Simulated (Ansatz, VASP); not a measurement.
## One calculation of TiC, two programs

```xyz
2
Lattice="0.0000 2.1657 2.1657 2.1657 0.0000 2.1657 2.1657 2.1657 0.0000" Properties=species:S:1:pos:R:3 pbc="T T T"
Ti    0.0000    0.0000    0.0000
C     2.1657    2.1657    2.1657
```

The cell is a database's computed one.

Alike in both runs: task relaxation of cell and atoms; functional revPBE; k mesh 11 × 11 × 11; occupations fermi-dirac, width 0.05 eV; no spin polarisation.

|  | VASP | Ansatz |
| --- | --- | --- |
| version | VASP 6.6.1 | Ansatz 0.2.0 |
| potentials or method | VASP PAW PBE potentials, release 64 (Ti_sv, C) | Ansatz PAW |
| plane-wave cutoff (eV) | 600 | 420 |
| valence electrons in the cell | 16 | 16 |

|  | VASP | Ansatz | Ansatz less VASP |
| --- | --- | --- | --- |
| gap on the k mesh at the Fermi level, each at its own relaxed structure (eV) | none | none | - |
| relaxed volume (Å³/atom) | 10.31 | 10.31 | -0.004 |
| relaxed cell length with the largest relative difference (Å) | 3.078 | 3.078 | -0.0004 |
| energy change over the relaxation (meV/atom) | -2 | -2 | 0.0 |

A gap of «none» marks a metal or a gap that the smearing closes.

Caveats: the PAW data sets were made with another functional, which shifts forces and pressure a little (VASP); the plane-wave basis is chosen anew once the cell has moved, so the energies of steps on either side of that aren't comparable (Ansatz); the PAW data sets come from PBE, with cores solved anew for the run's functional, which leaves a small shift of forces and pressure (Ansatz).
